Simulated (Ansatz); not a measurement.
Reaction (isomerisation): `C=COC` → `CCC=O`

Gas-phase electronic energies from Ansatz, PBE0-D4/def2-TZVP geometries. CCSD(T)/CBS adds triple-zeta CCSD(T) − MP2 to the extrapolated MP2 energy (def2 sets, frozen cores). Functionals use def2-TZVPP. B3LYP here is the variant with VWN-RPA as its local correlation; programs differ in this. HSE06 is defined as in plane-wave codes. Each species was taken in one conformer, which may not be the lowest.

```json
{"level": "B3LYP-D4", "ΔE (kcal/mol)": "-16.9"}
{"level": "revPBE", "ΔE (kcal/mol)": "-18.9"}
{"level": "B3LYP", "ΔE (kcal/mol)": "-17.2"}
{"level": "r2SCAN0", "ΔE (kcal/mol)": "-17.6"}
{"level": "HSE06", "ΔE (kcal/mol)": "-18.0"}
{"level": "LC-ωPBE", "ΔE (kcal/mol)": "-19.7"}
{"level": "HF/def2-SVP", "ΔE (kcal/mol)": "-19.9"}
{"level": "CCSD(T)/def2-SVP", "ΔE (kcal/mol)": "-21.0"}
```

Q: What does CCSD(T)/CBS give? (An estimate is asked.)

A: Computed: -17.8 kcal/mol. The listed levels differ from it by 0.9, -1.1, 0.6, 0.2, -0.2, -1.9, -2.1, -3.2 kcal/mol.

Q: What do rigid-rotor, harmonic-oscillator terms from PBE0-D4/def2-TZVP frequencies (298.15 K, 1 bar) make of the CCSD(T)/CBS value? (Estimate.)

A: Ansatz gave: ΔZPE = -0.6 kcal/mol, ΔH = -18.2 kcal/mol, ΔS = 12 J/(mol·K), ΔG = -19.1 kcal/mol.

Largest T1 diagnostic among the species: 0.013.

At CCSD(T), def2-SVP lies −3.2 kcal/mol from the extrapolated value and def2-TZVPP −0.5 kcal/mol. Leaving LDA and LC-ωPBE aside and taking each functional with its dispersion term where it has one, the values, not all of them listed here, spread over 2.2 kcal/mol, from PBE-QIDH to BLYP-D4. LDA lies +3.6 kcal/mol from PBE without D4.

CCSD(T)/CBS has its own doubt, a few kJ/mol and more with outer-core shells, so smaller differences from it don't rank the levels.
